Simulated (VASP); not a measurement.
# Ag (Im-3m) in VASP: a series of runs

One crystal, Ag, is run at these levels: r2SCAN; tasks: single point.

Program: VASP 6.6.1. These are calculated values, not measurements. Logs are shortened: lines on timing, memory, paths and dates and some standing lists are left out, and cuts for length are marked.

## (1) The structure

The structure is cubic, space group Im-3m (No. 229). Conventional cell: a = 3.311 Å, b = 3.311 Å, c = 3.311 Å, α = 90.00°, β = 90.00°, γ = 90.00°. Ag (site symmetry m-3m) has 8 Ag at 2.87 Å as nearest neighbours.

This isn't the form of Ag at room conditions, which is fcc.

## (2) Single point, r2SCAN

File INCAR:

```
SYSTEM = Ag
PREC     = Accurate       ! precision mode
ENCUT    = 250            ! plane-wave cutoff, eV
EDIFF    = 1E-6           ! SCF threshold, eV
ISMEAR   = 1              ! smearing method
SIGMA    = 0.1            ! smearing width, eV
LREAL    = .False.        ! projectors in reciprocal space
LASPH    = .True.         ! aspherical terms in the spheres
NELM     = 100            ! most SCF steps
ALGO     = Normal         ! electronic algorithm
ISIF     = 2              ! what is computed and relaxed
LWAVE    = .False.        ! write WAVECAR
LCHARG   = .False.        ! write CHGCAR
METAGGA  = R2SCAN         ! meta-GGA
LMIXTAU  = .True.       
ADDGRID  = .False.
```

File KPOINTS:

```
regular mesh
0
Gamma
  3 3 3
  0 0 0
```

File POSCAR:

```
Ag
1.0
   -1.6556540000      1.6556540000      1.6556540000
    1.6556540000     -1.6556540000      1.6556540000
    1.6556540000      1.6556540000     -1.6556540000
Ag
1
Direct
    0.0000000000      0.0000000000      0.0000000000
```

Potentials or basis: VASP PAW PBE potentials, release 64 (Ag).

Started as:

```
$ cat potpaw_PBE.64/Ag/POTCAR > POTCAR
$ mpirun -np 1 vasp_std > vasp.out
```

OUTCAR:

```text
SYSTEM = Ag
   PREC = Accurate
   ENCUT = 250
   EDIFF = 1E-6
   ISMEAR = 1
   LREAL = .False.
   LASPH = .True.
   NELM = 100
   ISIF = 2
   METAGGA = R2SCAN

 Found      4 irreducible k-points:

 Following reciprocal coordinates:
            Coordinates               Weight
  0.000000  0.000000  0.000000      1.000000
  0.333333  0.000000  0.000000     12.000000
  0.333333  0.333333  0.000000      8.000000
 -0.333333  0.333333  0.333333      6.000000
   k-points           NKPTS =      4   k-points in BZ     NKDIM =      4   number of bands    NBANDS=      9
   number of dos      NEDOS =    301   number of ions     NIONS =      1
   total plane-waves  NPLWV =   4096
   dimension x,y,z NGX =    16 NGY =   16 NGZ =   16
   dimension x,y,z NGXF=    32 NGYF=   32 NGZF=   32
   ions per type =               1
   NGX,Y,Z   is equivalent  to a cutoff of   9.28,  9.28,  9.28 a.u.
   NGXF,Y,Z  is equivalent  to a cutoff of  18.55, 18.55, 18.55 a.u.
 SYSTEM =  Ag
   PREC   = accura    normal or accurate (medium, high low for compatibility)
   ISTART =      0    job   : 0-new  1-cont  2-samecut
   ICHARG =      2    charge: 1-file 2-atom 10-const
   ISPIN  =      1    spin polarized calculation?
   LNONCOLLINEAR =      F non collinear calculations
   LSORBIT =      F    spin-orbit coupling
   LASPH  =      T    aspherical Exc in radial PAW
   ENCUT  =  250.0 eV  18.37 Ry    4.29 a.u.   3.70  3.70  3.70*2*pi/ulx,y,z
   NELM   =    100;   NELMIN=  2; NELMDL= -5     # of ELM steps
   EDIFF  = 0.1E-05   stopping-criterion for ELM
   LREAL  =      F    real-space projection
   EDIFFG = 0.1E-04   stopping-criterion for IOM
   NSW    =      0    number of steps for IOM
   IBRION =     -1    ionic relax: 0-MD 1-quasi-New 2-CG
   NFREE  =      0    steps in history (QN), initial steepest desc. (CG)
   ISIF   =      2    stress and relaxation
   ISYM   =      2    0-nonsym 1-usesym 2-fastsym
   POTIM  = 0.5000    time-step for ionic-motion
   TEBEG  =    0.0;   TEEND  =   0.0 temperature during run
   PSTRESS=    0.0 pullay stress
   NELECT =      11.0000    total number of electrons
   NUPDOWN=      -1.0000    fix difference up-down
   EMIN   =  10.00;   EMAX   =-10.00  energy-range for DOS
   EFERMI =   0.00;   METHOD = LEGACY
   ISMEAR =     1;   SIGMA  =   0.10  broadening in eV -4-tet -1-fermi 0-gaus
   EFERMI_NEDOS =   21; number of points for ismear=-14 and -15
   IALGO  =     38    algorithm
   IMIX   =      4    mixing-type and parameters
     AMIX     =   0.40;   BMIX     =  1.00
     AMIX_MAG =   1.60;   BMIX_MAG =  1.00
  volume/ion in A,a.u.               =      18.15       122.51
  Fermi-wavevector in a.u.,A,eV,Ry     =   1.385318  2.617871 26.111022  1.919106
  Thomas-Fermi vector in A             =   2.509739
   LORBIT       =      0    0 simple, 1 ext, 2 COOP (PROOUT), +10 PAW based schemes
   METAGGA = R2SCAN    functional components
   LHFCALC =     F    Hartree Fock is set to
   AEXX    =    0.0000 exact exchange contribution
   IVDW    =     0    specifies the selected vdW correction
   LEPSILON=     F    determine dielectric tensor
   LRPA    =     F    only Hartree local field effects (RPA)
 non-spin polarized calculation
 Methfessel and Paxton  Order N= 1 SIGMA  =   0.10
  energy-cutoff  :      250.00
  volume of cell :       18.15
 maximum number of plane-waves:       177
 NGX is ok and might be reduce to    16
   NGX =  7   NGY =  7   NGZ =  7

 number of electron      11.0000015 magnetization

 Free energy of the ion-electron system (eV)
  ---------------------------------------------------
  ext. energy  EPLUGINS =         0.00000000
  ---------------------------------------------------
  free energy    TOTEN  =       -21.68748912 eV

  energy without entropy =      -21.68617580  energy(sigma->0) =      -21.68705135

 E-fermi :   8.4581     XC(G=0): -12.5639

 val. band max:        4.5468037835   @ k =   0.3333   0.0000   0.0000
 cond. band min:       8.5173874807   @ k =  -0.3333   0.3333   0.3333
 fundamental gap:      3.9705836972
 Fermi energy:         8.4581273971

 k-point     1 :       0.0000    0.0000    0.0000
  band No.  band energies     occupation
      1       0.0839      2.00000
      2       2.5478      2.00000
      3       2.5479      2.00000
      4       2.5479      2.00000
      5       3.7657      2.00000
      6       3.7657      2.00000
      7      26.0625      0.00000
      8      26.0626      0.00000
      9      26.0626      0.00000

 k-point     2 :       0.3333    0.0000    0.0000
  band No.  band energies     occupation
      1       1.4273      2.00000
      2       2.0046      2.00000
      3       3.6278      2.00000
      4       3.8348      2.00000
      5       4.0762      2.00000
      6       4.5468      2.00000
      7      16.1956      0.00000
      8      22.3355      0.00000
      9      23.8565      0.00000

 k-point     3 :       0.3333    0.3333    0.0000
  band No.  band energies     occupation
      1       1.7692      2.00000
      2       2.5678      2.00000
      3       2.5679      2.00000
      4       3.8950      2.00000
      5       3.8950      2.00000
      6      12.3355      0.00000
      7      12.3355      0.00000
      8      12.8103      0.00000
      9      21.9054      0.00000

 k-point     4 :      -0.3333    0.3333    0.3333
  band No.  band energies     occupation
      1       1.8432      2.00000
      2       1.9683      2.00000
      3       3.5641      2.00000
      4       3.5642      2.00000
      5       3.9686      2.00000
      6       8.5174      0.16667
      7      17.6719      0.00000
      8      17.6719      0.00000
      9      20.5590      0.00000

------------------------ aborting loop because EDIFF is reached ----------------------------------------

  FORCE on cell =-STRESS in cart. coord.  units (eV):
  Direction    XX          YY          ZZ          XY          YZ          ZX
  --------------------------------------------------------------------------------------
  -------------------------------------------------------------------------------------
  Total       -1.2479655     -1.2479655     -1.2479655      0.0000000     -0.0000000      0.0000000
  in kB     -110.1398308   -110.1398308   -110.1398308      0.0000000     -0.0000000      0.0000000
  external PRESSURE =    -110.1398308 kB  Pullay stress =       0.0000000 kB

 VOLUME and BASIS-vectors are now :
 -----------------------------------------------------------------------------
  energy-cutoff  :      250.00
  volume of cell :       18.15
      direct lattice vectors                 reciprocal lattice vectors
    -1.655654000  1.655654000  1.655654000     0.000000000  0.301995465  0.301995465
     1.655654000 -1.655654000  1.655654000     0.301995465  0.000000000  0.301995465
     1.655654000  1.655654000 -1.655654000     0.301995465  0.301995465  0.000000000

 POSITION                                       TOTAL-FORCE (eV/Angst)
 -----------------------------------------------------------------------------------
      0.00000      0.00000      0.00000        -0.000000     -0.000000      0.000000
 -----------------------------------------------------------------------------------
    total drift:                               -0.000000      0.000000     -0.000000

  FREE ENERGIE OF THE ION-ELECTRON SYSTEM (eV)
  ---------------------------------------------------
  free  energy   TOTEN  =       -21.6874891244 eV

  energy  without entropy=      -21.6861757984  energy(sigma->0) =      -21.68705135
```

Run time: 4.2 s. Hardware: 1 thread of Intel Xeon 6975P-C (Granite Rapids), shared host; peak memory 0.11 GiB.

These settings aren't checked as converged: the numbers below hold their error.

Results:

- Free energy: -21.6875 eV
- Band gap on the k mesh: none (metal or under the smearing width)

Caveat: the k mesh is coarse (spacing up to 0.89 Å⁻¹), so the values aren't converged; the cutoff is under 1.25 times the usual one of these potentials, so pressure, stress and relaxed cells hold a basis-set (Pulay) error; the PAW data sets were made with another functional, which shifts forces and pressure a little.

## (3) Single point, r2SCAN

INCAR, as its differences from that of step 2:

```diff
@@ -2,3 +2,3 @@
 PREC     = Accurate       ! precision mode
-ENCUT    = 250            ! plane-wave cutoff, eV
+ENCUT    = 300            ! plane-wave cutoff, eV
 EDIFF    = 1E-6           ! SCF threshold, eV
```

KPOINTS is that of step 2.

POSCAR is that of step 2.

Potentials or basis: VASP PAW PBE potentials, release 64 (Ag).

Started as:

```
$ cat potpaw_PBE.64/Ag/POTCAR > POTCAR
$ mpirun -np 1 vasp_std > vasp.out
```

Wall time 4.3 s (1 thread of Intel Xeon 6975P-C (Granite Rapids), shared host); peak memory 0.11 GiB.

These settings aren't checked as converged: the numbers below hold their error.

What came out:

```yaml
Free_energy: -21.6988 eV
Pressure: -7.5 GPa
Band_gap_on_the_k_mesh: none (metal or under the smearing width)
```

Caveat: the k mesh is coarse (spacing up to 0.89 Å⁻¹), so the values aren't converged; the cutoff is under 1.25 times the usual one of these potentials, so pressure, stress and relaxed cells hold a basis-set (Pulay) error; the PAW data sets were made with another functional, which shifts forces and pressure a little.

## (4) Single point, r2SCAN

INCAR, as its differences from that of step 3:

```diff
@@ -2,3 +2,3 @@
 PREC     = Accurate       ! precision mode
-ENCUT    = 300            ! plane-wave cutoff, eV
+ENCUT    = 400            ! plane-wave cutoff, eV
 EDIFF    = 1E-6           ! SCF threshold, eV
```

KPOINTS is that of step 3.

POSCAR is that of step 3.

Potentials or basis: VASP PAW PBE potentials, release 64 (Ag).

Started as:

```
$ cat potpaw_PBE.64/Ag/POTCAR > POTCAR
$ mpirun -np 1 vasp_std > vasp.out
```

OUTCAR:

```text
SYSTEM = Ag
   PREC = Accurate
   ENCUT = 400
   EDIFF = 1E-6
   ISMEAR = 1
   LREAL = .False.
   LASPH = .True.
   NELM = 100
   ISIF = 2
   METAGGA = R2SCAN

 Found      4 irreducible k-points:

 Following reciprocal coordinates:
            Coordinates               Weight
  0.000000  0.000000  0.000000      1.000000
  0.333333  0.000000  0.000000     12.000000
  0.333333  0.333333  0.000000      8.000000
 -0.333333  0.333333  0.333333      6.000000
   k-points           NKPTS =      4   k-points in BZ     NKDIM =      4   number of bands    NBANDS=      9
   number of dos      NEDOS =    301   number of ions     NIONS =      1
   total plane-waves  NPLWV =   8000
   dimension x,y,z NGX =    20 NGY =   20 NGZ =   20
   dimension x,y,z NGXF=    40 NGYF=   40 NGZF=   40
   ions per type =               1
   NGX,Y,Z   is equivalent  to a cutoff of  11.59, 11.59, 11.59 a.u.
   NGXF,Y,Z  is equivalent  to a cutoff of  23.19, 23.19, 23.19 a.u.
 SYSTEM =  Ag
   PREC   = accura    normal or accurate (medium, high low for compatibility)
   ISTART =      0    job   : 0-new  1-cont  2-samecut
   ICHARG =      2    charge: 1-file 2-atom 10-const
   ISPIN  =      1    spin polarized calculation?
   LNONCOLLINEAR =      F non collinear calculations
   LSORBIT =      F    spin-orbit coupling
   LASPH  =      T    aspherical Exc in radial PAW
   ENCUT  =  400.0 eV  29.40 Ry    5.42 a.u.   4.68  4.68  4.68*2*pi/ulx,y,z
   NELM   =    100;   NELMIN=  2; NELMDL= -5     # of ELM steps
   EDIFF  = 0.1E-05   stopping-criterion for ELM
   LREAL  =      F    real-space projection
   EDIFFG = 0.1E-04   stopping-criterion for IOM
   NSW    =      0    number of steps for IOM
   IBRION =     -1    ionic relax: 0-MD 1-quasi-New 2-CG
   NFREE  =      0    steps in history (QN), initial steepest desc. (CG)
   ISIF   =      2    stress and relaxation
   ISYM   =      2    0-nonsym 1-usesym 2-fastsym
   POTIM  = 0.5000    time-step for ionic-motion
   TEBEG  =    0.0;   TEEND  =   0.0 temperature during run
   PSTRESS=    0.0 pullay stress
   NELECT =      11.0000    total number of electrons
   NUPDOWN=      -1.0000    fix difference up-down
   EMIN   =  10.00;   EMAX   =-10.00  energy-range for DOS
   EFERMI =   0.00;   METHOD = LEGACY
   ISMEAR =     1;   SIGMA  =   0.10  broadening in eV -4-tet -1-fermi 0-gaus
   EFERMI_NEDOS =   21; number of points for ismear=-14 and -15
   IALGO  =     38    algorithm
   IMIX   =      4    mixing-type and parameters
     AMIX     =   0.40;   BMIX     =  1.00
     AMIX_MAG =   1.60;   BMIX_MAG =  1.00
  volume/ion in A,a.u.               =      18.15       122.51
  Fermi-wavevector in a.u.,A,eV,Ry     =   1.385318  2.617871 26.111022  1.919106
  Thomas-Fermi vector in A             =   2.509739
   LORBIT       =      0    0 simple, 1 ext, 2 COOP (PROOUT), +10 PAW based schemes
   METAGGA = R2SCAN    functional components
   LHFCALC =     F    Hartree Fock is set to
   AEXX    =    0.0000 exact exchange contribution
   IVDW    =     0    specifies the selected vdW correction
   LEPSILON=     F    determine dielectric tensor
   LRPA    =     F    only Hartree local field effects (RPA)
 non-spin polarized calculation
 Methfessel and Paxton  Order N= 1 SIGMA  =   0.10
  energy-cutoff  :      400.00
  volume of cell :       18.15
 maximum number of plane-waves:       334
 NGX is ok and might be reduce to    20
   NGX =  9   NGY =  9   NGZ =  9

 number of electron      11.0000011 magnetization

 Free energy of the ion-electron system (eV)
  ---------------------------------------------------
  ext. energy  EPLUGINS =         0.00000000
  ---------------------------------------------------
  free energy    TOTEN  =       -21.68264995 eV

  energy without entropy =      -21.68133663  energy(sigma->0) =      -21.68221218

 E-fermi :   8.4618     XC(G=0): -12.5561

 val. band max:        4.5548825509   @ k =   0.3333   0.0000   0.0000
 cond. band min:       8.5210758744   @ k =  -0.3333   0.3333   0.3333
 fundamental gap:      3.9661933235
 Fermi energy:         8.4618157909

 k-point     1 :       0.0000    0.0000    0.0000
  band No.  band energies     occupation
      1       0.0925      2.00000
      2       2.5542      2.00000
      3       2.5542      2.00000
      4       2.5542      2.00000
      5       3.7737      2.00000
      6       3.7737      2.00000
      7      26.0580      0.00000
      8      26.0580      0.00000
      9      26.0580      0.00000

 k-point     2 :       0.3333    0.0000    0.0000
  band No.  band energies     occupation
      1       1.4338      2.00000
      2       2.0102      2.00000
      3       3.6330      2.00000
      4       3.8423      2.00000
      5       4.0821      2.00000
      6       4.5549      2.00000
      7      16.1968      0.00000
      8      22.3341      0.00000
      9      23.8428      0.00000

 k-point     3 :       0.3333    0.3333    0.0000
  band No.  band energies     occupation
      1       1.7748      2.00000
      2       2.5737      2.00000
      3       2.5737      2.00000
      4       3.9021      2.00000
      5       3.9021      2.00000
      6      12.3359      0.00000
      7      12.3359      0.00000
      8      12.8096      0.00000
      9      21.8978      0.00000

 k-point     4 :      -0.3333    0.3333    0.3333
  band No.  band energies     occupation
      1       1.8499      2.00000
      2       1.9734      2.00000
      3       3.5660      2.00000
      4       3.5660      2.00000
      5       3.9686      2.00000
      6       8.5211      0.16667
      7      17.6619      0.00000
      8      17.6619      0.00000
      9      20.5484      0.00000

------------------------ aborting loop because EDIFF is reached ----------------------------------------

  FORCE on cell =-STRESS in cart. coord.  units (eV):
  Direction    XX          YY          ZZ          XY          YZ          ZX
  --------------------------------------------------------------------------------------
  -------------------------------------------------------------------------------------
  Total       -0.8666475     -0.8666475     -0.8666475     -0.0000000      0.0000000      0.0000000
  in kB      -76.4864198    -76.4864198    -76.4864198     -0.0000000      0.0000000      0.0000000
  external PRESSURE =     -76.4864198 kB  Pullay stress =       0.0000000 kB

 VOLUME and BASIS-vectors are now :
 -----------------------------------------------------------------------------
  energy-cutoff  :      400.00
  volume of cell :       18.15
      direct lattice vectors                 reciprocal lattice vectors
    -1.655654000  1.655654000  1.655654000     0.000000000  0.301995465  0.301995465
     1.655654000 -1.655654000  1.655654000     0.301995465  0.000000000  0.301995465
     1.655654000  1.655654000 -1.655654000     0.301995465  0.301995465  0.000000000

 POSITION                                       TOTAL-FORCE (eV/Angst)
 -----------------------------------------------------------------------------------
      0.00000      0.00000      0.00000        -0.000000     -0.000000     -0.000000
 -----------------------------------------------------------------------------------
    total drift:                                0.000000     -0.000000      0.000000

  FREE ENERGIE OF THE ION-ELECTRON SYSTEM (eV)
  ---------------------------------------------------
  free  energy   TOTEN  =       -21.6826499534 eV

  energy  without entropy=      -21.6813366273  energy(sigma->0) =      -21.68221218
```

It took 4.4 s on 1 thread of Intel Xeon 6975P-C (Granite Rapids), shared host; peak memory 0.12 GiB.

These settings aren't checked as converged: the numbers below hold their error.

Results:

```
Free energy            : -21.6826 eV
Pressure               : -7.6 GPa
Band gap on the k mesh : none (metal or under the smearing width)
```

Caveat: the k mesh is coarse (spacing up to 0.89 Å⁻¹), so the values aren't converged; the PAW data sets were made with another functional, which shifts forces and pressure a little.

## (5) The reference run

An earlier run on the cell as given: functional PBE; potentials or basis VASP PAW PBE potentials, release 64 (Ag); cutoff 520 eV; k mesh 11 × 11 × 11; occupations fermi-dirac, width 0.05 eV; no spin polarisation.

* Pressure: -0.9 GPa
* Band gap on the k mesh: none (metal or under the smearing width)
